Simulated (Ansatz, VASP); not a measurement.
C: VASP beside Ansatz

The input INCAR:

```
PREC     = Accurate       # precision mode
ENCUT    = 520            # plane-wave cutoff, eV
EDIFF    = 1E-7           # SCF threshold, eV
ISMEAR   = 0              # smearing method
SIGMA    = 0.05           # smearing width, eV
LREAL    = False          # projectors in reciprocal space
LASPH    = True           # aspherical terms in the spheres
NELM     = 80             # most SCF steps
ALGO     = Normal         # electronic algorithm
ISIF     = 2              # what is computed and relaxed
LWAVE    = False          # write WAVECAR
LCHARG   = False          # write CHGCAR
GGA      = PS             # functional
NBANDS   = 11             # bands
```

The input KPOINTS:

```
Automatic mesh
0
Gamma
  12 12 12
```

File POSCAR:

```
C
1.0
    0.0000000000      1.7058284293      1.9190569830
    1.7058284293      0.0000000000      1.9190569830
    1.7058284293      1.7058284293      0.0000000000
C
2
Direct
    0.5000000000      0.5000000000      0.5000000000
    0.7500000000      0.7500000000      0.7500000000
```

Input for Ansatz:

```yaml
crystal:
  lattice:
    - [0.0, 1.7058284293, 1.919056983]
    - [1.7058284293, 0.0, 1.919056983]
    - [1.7058284293, 1.7058284293, 0.0]
  atoms:
    - { symbol: C, position: [0.5, 0.5, 0.5] }
    - { symbol: C, position: [0.75, 0.75, 0.75] }
basis:
  ecutwfc: 420
kpoints:
  mp_grid: { grid: [12, 12, 12] }
hamiltonian:
  xc: pbesol
scf:
  occupations: { method: gaussian, width: 0.05 }
output:
  forces: true
  stress: true
  eigenvalues: true
```

Change from the starting cell: strain -0.040 along x and y, +0.080 along z, atoms carried along.

Alike in both runs: task single point; functional PBEsol; k mesh 12 × 12 × 12; occupations gaussian, width 0.05 eV; no spin polarisation.

|  | VASP | Ansatz |
| --- | --- | --- |
| version | VASP 6.6.1 | Ansatz 0.2.0 |
| potentials or method | VASP PAW PBE potentials, release 64 (C) | scalar-relativistic, plane waves, PAW |
| plane-wave cutoff (eV) | 520 | 420 |
| valence electrons in the cell | 8 | 8 |

VASP gave:

```
gap on the k mesh at the Fermi level (eV)       : 2.58
least direct gap on the mesh (eV)               : 4.55
pressure (GPa)                                  : 3.6
largest component of the traceless stress (GPa) : 81.97
```

Task: Estimate Ansatz's values.

Result: gap on the k mesh at the Fermi level (eV): 2.59; least direct gap on the mesh (eV): 4.55; pressure (GPa): 2.5; largest component of the traceless stress (GPa): 82.01.

Caveats: the PAW data sets were made with another functional, which shifts forces and pressure a little (VASP).
